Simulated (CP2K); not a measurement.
The system is Y.

```
Y
1.0
     3.60906    0.00000    0.00000
     1.80453    3.12554    0.00000
     1.80453    1.04185    2.94679
Y
1
Cartesian
  0.0000 0.0000 0.0000
```

This isn't the form of Y at room conditions, which is hcp.

Base run:

| Property | Result |
| --- | --- |
| Program | CP2K 2026.2 |
| Functional | revPBE |
| Potentials or basis | POTENTIAL_UZH Y GTH-PBE-q11; TZVP-MOLOPT-PBE-GTH basis |
| Density cutoff | 6123 eV |
| k mesh | 9 × 9 × 9 |
| Occupations | fermi-dirac, width 0.05 eV |
| Spin | no spin polarisation |

Its results: band gap on the k mesh none (metal or under the smearing width); pressure 0.3 GPa.

Problem. The run is repeated on the same cell with these changes: dispersion from none to D3. What comes out?

Solution. Band gap on the k mesh none (metal or under the smearing width); pressure -1.9 GPa.

Dispersion adds attraction, which lowers the pressure at fixed volume and, as a term added to the energy, leaves the levels alone.

Caveats: the potentials were made for another functional, which shifts forces and pressure; the basis of atomic orbitals isn't converged, which shifts pressures, moduli and gaps; pairwise dispersion overbinds metals, which lowers pressure and volume (some runs).
